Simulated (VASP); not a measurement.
# As (Pm-3m) in VASP: further runs

Runs on As. Level: PBE. Tasks: single point.

Everything below comes from runs of VASP 6.6.1. Logs are shortened: lines on timing, memory, paths and dates and some standing lists are left out, and cuts for length are marked.

### 1 Starting point

The structure is cubic, space group Pm-3m (No. 221). Conventional cell: a = 2.704 Å, b = 2.704 Å, c = 2.704 Å, α = 90.00°, β = 90.00°, γ = 90.00°. Around As (site symmetry m-3m) lie 6 As at 2.70 Å.

This isn't the form of As at room conditions, which is rhombohedral.

### 2 Single point, PBE

The input, INCAR:

```
ALGO = Normal
EDIFF = 1E-6
ENCUT = 520
GGA = PE
ISIF = 2
ISMEAR = 0
LASPH = T
LCHARG = T
LELF = T
LREAL = F
LVHAR = T
LWAVE = F
NBANDS = 8
NELM = 100
PREC = Accurate
SIGMA = 0.15
```

The input, KPOINTS:

```
k-points
0
Gamma
  20 20 20
```

The input, POSCAR:

```
As
1.0
    2.7036817444      0.0000000000      0.0000000000
    0.0000000000      2.7036817444      0.0000000000
    0.0000000000      0.0000000000      2.7036817444
As
1
Direct
    0.5000000000      0.5000000000      0.5000000000
```

Potentials or basis: VASP PAW PBE potentials, release 64 (As).

Started as:

```sh
cat potpaw_PBE.64/As/POTCAR > POTCAR
mpirun -np 1 vasp_std > vasp.out
```

OUTCAR:

```text
EDIFF = 1E-6
   ENCUT = 520
   GGA = PE
   ISIF = 2
   ISMEAR = 0
   LASPH = T
   LREAL = F
   NELM = 100
   PREC = Accurate

 ion  position               nearest neighbor table
   1  0.500  0.500  0.500-

  LATTYP: Found a simple cubic cell.
 ALAT       =     2.7036817444

  Lattice vectors:

 A1 = (   2.7036817444,   0.0000000000,   0.0000000000)
 A2 = (   0.0000000000,   2.7036817444,   0.0000000000)
 A3 = (   0.0000000000,   0.0000000000,   2.7036817444)

Analysis of symmetry for initial positions (statically):
=====================================================================
 Subroutine PRICEL returns:
 Original cell was already a primitive cell.

 Routine SETGRP: Setting up the symmetry group for a
 simple cubic supercell.

 Subroutine GETGRP returns: Found 48 space group operations
 (whereof 48 operations were pure point group operations)
 out of a pool of 48 trial point group operations.

The static configuration has the point symmetry O_h .

Analysis of symmetry for dynamics (positions and initial velocities):
=====================================================================
 Subroutine PRICEL returns:
 Original cell was already a primitive cell.

 Routine SETGRP: Setting up the symmetry group for a
 simple cubic supercell.

 Subroutine GETGRP returns: Found 48 space group operations
 (whereof 48 operations were pure point group operations)
 out of a pool of 48 trial point group operations.

The dynamic configuration has the point symmetry O_h .

 Subroutine INISYM returns: Found 48 space group operations
 (whereof 48 operations are pure point group operations),
 and found     1 'primitive' translations

----------------------------------------------------------------------------------------

                                     Primitive cell

  volume of cell :      19.7636

  direct lattice vectors                    reciprocal lattice vectors
     2.703681744  0.000000000  0.000000000     0.369866018  0.000000000  0.000000000
     0.000000000  2.703681744  0.000000000     0.000000000  0.369866018  0.000000000
     0.000000000  0.000000000  2.703681744     0.000000000  0.000000000  0.369866018

  length of vectors
     2.703681744  2.703681744  2.703681744     0.369866018  0.369866018  0.369866018

  position of ions in fractional coordinates (direct lattice)
     0.500000000  0.500000000  0.500000000

  ion indices of the primitive-cell ions
   primitive index   ion index
                 1           1

[... 69 lines left out ...]
   ENCUT  =  520.0 eV  38.22 Ry    6.18 a.u.   5.03  5.03  5.03*2*pi/ulx,y,z
   NELM   =    100;   NELMIN=  2; NELMDL= -5     # of ELM steps
   EDIFF  = 0.1E-05   stopping-criterion for ELM
   LREAL  =      F    real-space projection
   EDIFFG = 0.1E-04   stopping-criterion for IOM
   NSW    =      0    number of steps for IOM
   IBRION =     -1    ionic relax: 0-MD 1-quasi-New 2-CG
   NFREE  =      0    steps in history (QN), initial steepest desc. (CG)
   ISIF   =      2    stress and relaxation
   ISYM   =      2    0-nonsym 1-usesym 2-fastsym
   POTIM  = 0.5000    time-step for ionic-motion
   TEBEG  =    0.0;   TEEND  =   0.0 temperature during run
   PSTRESS=    0.0 pullay stress
   NELECT =       5.0000    total number of electrons
   NUPDOWN=      -1.0000    fix difference up-down
   EMIN   =  10.00;   EMAX   =-10.00  energy-range for DOS
   EFERMI =   0.00;   METHOD = LEGACY
   ISMEAR =     0;   SIGMA  =   0.15  broadening in eV -4-tet -1-fermi 0-gaus
   EFERMI_NEDOS =   21; number of points for ismear=-14 and -15
   IALGO  =     38    algorithm
   IMIX   =      4    mixing-type and parameters
     AMIX     =   0.40;   BMIX     =  1.00
     AMIX_MAG =   1.60;   BMIX_MAG =  1.00
  volume/ion in A,a.u.               =      19.76       133.37
  Fermi-wavevector in a.u.,A,eV,Ry     =   1.035403  1.956627 14.586243  1.072059
  Thomas-Fermi vector in A             =   2.169744
   LORBIT       =      0    0 simple, 1 ext, 2 COOP (PROOUT), +10 PAW based schemes
   GGA     = PE    functional components
   LHFCALC =     F    Hartree Fock is set to
   AEXX    =    0.0000 exact exchange contribution
   IVDW    =     0    specifies the selected vdW correction
   LEPSILON=     F    determine dielectric tensor
   LRPA    =     F    only Hartree local field effects (RPA)
 non-spin polarized calculation
 Gauss-broadening in eV      SIGMA  =   0.15
  energy-cutoff  :      520.00
  volume of cell :       19.76
 maximum number of plane-waves:       554
   NGX = 11   NGY = 11   NGZ = 11

 number of electron       5.0000001 magnetization

 Free energy of the ion-electron system (eV)
  ---------------------------------------------------
  ext. energy  EPLUGINS =         0.00000000
  ---------------------------------------------------
  free energy    TOTEN  =        -4.55721086 eV

  energy without entropy =       -4.55237849  energy(sigma->0) =       -4.55479468

 E-fermi :   6.0076     XC(G=0): -10.4347

 val. band max:        5.9985068635   @ k =   0.4000   0.2500   0.1000
 cond. band min:       6.0190975297   @ k =   0.3500   0.2500   0.2500
 fundamental gap:      0.0205906662
 Fermi energy:         6.0075537951

 k-point     1 :       0.0000    0.0000    0.0000
  band No.  band energies     occupation
      1      -9.0458      2.00000
      2      10.0903      0.00000
      3      10.0903      0.00000
      4      10.0903      0.00000
      5      14.4317      0.00000
      6      14.4317      0.00000
      7      16.4896      0.00000
      8      30.8490      0.00000
[... 243 lines left out ...]
 k-point    24 :       0.2000    0.1000    0.0000
  band No.  band energies     occupation
      1      -8.1359      2.00000
      2       5.1388      2.00000
      3       8.7225      0.00000
      4      10.8755      0.00000
      5      15.8284      0.00000
      6      18.1192      0.00000
      7      21.1928      0.00000
      8      23.6678      0.00000

 [... further k-points ...]
[... 5 lines left out ...]
  --------------------------------------------------------------------------------------
  -------------------------------------------------------------------------------------
  Total        0.3225826      0.3225826      0.3225826     -0.0000000     -0.0000000      0.0000000
  in kB       26.1507879     26.1507879     26.1507879     -0.0000000     -0.0000000      0.0000000
  external PRESSURE =      26.1507879 kB  Pullay stress =       0.0000000 kB

 VOLUME and BASIS-vectors are now :
 -----------------------------------------------------------------------------
  energy-cutoff  :      520.00
  volume of cell :       19.76
      direct lattice vectors                 reciprocal lattice vectors
     2.703681744  0.000000000  0.000000000     0.369866018  0.000000000  0.000000000
     0.000000000  2.703681744  0.000000000     0.000000000  0.369866018  0.000000000
     0.000000000  0.000000000  2.703681744     0.000000000  0.000000000  0.369866018

 POSITION                                       TOTAL-FORCE (eV/Angst)
 -----------------------------------------------------------------------------------
      1.35184      1.35184      1.35184         0.000000      0.000000      0.000000
 -----------------------------------------------------------------------------------
    total drift:                                0.000000      0.000000      0.000000

  FREE ENERGIE OF THE ION-ELECTRON SYSTEM (eV)
  ---------------------------------------------------
  free  energy   TOTEN  =        -4.5572108604 eV

  energy  without entropy=       -4.5523784949  energy(sigma->0) =       -4.55479468
```

It took 13 s on 1 thread of Intel Xeon 6975P-C (Granite Rapids), shared host; peak memory 0.15 GiB.

Results:

```yaml
Free_energy: -4.5572 eV
Pressure: 2.6 GPa
Band_gap_on_the_k_mesh: none (metal or under the smearing width)
```

### 3 Single point, PBE

The input, INCAR:

```
SYSTEM = As
  PREC = Accurate
  ENCUT = 520
  EDIFF = 1E-6
  ISMEAR = 0
  SIGMA = 0.15
  LREAL = .FALSE.
  LASPH = .TRUE.
  NELM = 100
  ALGO = Fast
  ISIF = 2
  LWAVE = .FALSE.
  LCHARG = .FALSE.
  GGA = PE
  NBANDS = 8
```

The input, KPOINTS:

```
Automatic mesh
0
G
  18 18 18
  0 0 0
```

POSCAR is that of step 2.

Potentials or basis: VASP PAW PBE potentials, release 64 (As).

Started as:

```sh
cat potpaw_PBE.64/As/POTCAR > POTCAR
mpirun -np 1 vasp_std > vasp.out
```

It took 12 s on 1 thread of Intel Xeon 6975P-C (Granite Rapids), shared host; peak memory 0.14 GiB.

Results (log left out):

| Property | Result |
| --- | --- |
| Free energy | -4.5556 eV |
| Pressure | 2.8 GPa |
| Band gap on the k mesh | none (metal or under the smearing width) |

Levels at points of the mesh, in eV from the Fermi level:
```
           k point  band 1  band 2  band 3  band 4  band 5  band 6  band 7
(0.00, 0.00, 0.00)  -15.05    4.08    4.08    4.08    8.43    8.43   10.48
(0.50, 0.00, 0.00)  -11.91   -7.01    6.38    6.38   11.10   14.05   14.68
(0.50, 0.50, 0.00)   -8.63   -4.34   -4.34    2.44    8.55   16.39   17.38
(0.50, 0.50, 0.50)   -5.00   -1.90   -1.90   -1.90    5.87    5.87    5.87
```
